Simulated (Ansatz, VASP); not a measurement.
**KF in VASP and in Ansatz**

```
K F
1.0
     2.99824    0.00000    0.00000
     0.00000    2.99824    0.00000
     0.00000    0.00000    3.12860
K F
1 1
Cartesian
  0.0000 0.0000 0.0000
  1.4991 1.4991 1.5643
```

Change from the starting cell: strain -0.080 along x and y, -0.040 along z, atoms carried along.

Alike in both runs: task single point; functional PBEsol; k mesh 8 × 8 × 8; occupations gaussian, width 0.05 eV; no spin polarisation.

|  | VASP | Ansatz |
| --- | --- | --- |
| version | VASP 6.6.1 | Ansatz 0.2.0 |
| potentials or method | VASP PAW PBE potentials, release 64 (K_sv, F) | scalar-relativistic, plane waves, PAW |
| plane-wave cutoff (eV) | 520 | 420 |
| valence electrons in the cell | 16 | 16 |

VASP gave:

```
gap on the k mesh at the Fermi level (eV)       : 7.64
least direct gap on the mesh (eV)               : 7.64
pressure (GPa)                                  : 7.3
largest component of the traceless stress (GPa) : 3.02
```

Q: Which values does Ansatz return?

A: gap on the k mesh at the Fermi level (eV): 7.66; least direct gap on the mesh (eV): 7.66; pressure (GPa): 7.0; largest component of the traceless stress (GPa): 2.99.

Caveats: the PAW data sets were made with another functional, which shifts forces and pressure a little (VASP). A k mesh can miss the band edges.
